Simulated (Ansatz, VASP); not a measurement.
## Two plane-wave programs on Tl

The input INCAR:

```
SYSTEM = Tl
PREC = Accurate
ENCUT = 600
EDIFF = 1E-6
ISMEAR = -1
SIGMA = 0.1
LREAL = .FALSE.
LASPH = .TRUE.
NELM = 80
ALGO = Fast
ISIF = 3
LWAVE = .FALSE.
LCHARG = .FALSE.
GGA = B5
ALDAX = 1.0
AGGAX = 1.0
AGGAC = 1.0
ALDAC = 0.0
IBRION = 2
NSW = 80
EDIFFG = -0.01
```

KPOINTS

```
Automatic mesh
0
G
  11 11 6
  0 0 0
```

File POSCAR:

```
Tl
1.0
    3.4380020186      0.0000000000      0.0000000000
   -1.7190010093      2.9773970864      0.0000000000
    0.0000000000      0.0000000000      5.4780000000
Tl
2
Direct
    0.3333333333      0.6666666667      0.2500000000
    0.6666666667      0.3333333333      0.7500000000
```

Input for Ansatz:

```yaml
crystal:
  lattice:
    - [3.4380020186, 0.0, 0.0]
    - [-1.7190010093, 2.9773970864, 0.0]
    - [0.0, 0.0, 5.478]
  atoms:
    - { symbol: Tl, position: [0.3333333333, 0.6666666667, 0.25] }
    - { symbol: Tl, position: [0.6666666667, 0.3333333333, 0.75] }
hamiltonian:
  xc: blyp
  pseudopotentials:
    kind: paw
    azcp:
      Tl: "pseudopotentials/Tl.paw.azcp"
basis:
  ecutwfc: 420
  fft_grid_basis: typed
kpoints:
  mp_grid: { grid: [11, 11, 6], shift: [0, 0, 0] }
magnetization:
  spin_polarized: false
scf:
  occupations: { method: fermi_dirac, width: 0.1 }
relax:
  max_steps: 60
  f_tol: 0.01
  cell: {}
```

Alike in both runs: task relaxation of cell and atoms; functional BLYP; k mesh 11 × 11 × 6; occupations fermi-dirac, width 0.1 eV; no spin polarisation.

|  | VASP | Ansatz |
| --- | --- | --- |
| version | VASP 6.6.1 | Ansatz 0.2.0 |
| potentials or method | VASP PAW PBE potentials, release 64 (Tl_d) | plane waves (420 eV) with PAW, scalar-relativistic |
| plane-wave cutoff (eV) | 600 | 420 |
| valence electrons in the cell | 26 | 26 |

VASP gave:

```
relaxed volume (Å³/atom)                                     : 35.61
relaxed cell length with the largest relative difference (Å) : 5.771
energy change over the relaxation (meV/atom)                 : -151
```

Task: Estimate Ansatz's values.

Result: Relaxed volume (Å³/atom): 35.61; relaxed cell length with the largest relative difference (Å): 5.761; energy change over the relaxation (meV/atom): -147.

Caveats: the volume moved by over 15 % at a fixed basis, so the end points are rough; the PAW data sets were made with another functional, which shifts forces and pressure a little (VASP); the volume moved by +27 % from the deposited cell, more than functionals usually miss. BLYP gives volumes clearly too large for solids. Zero-point motion and thermal expansion aren't in these numbers.
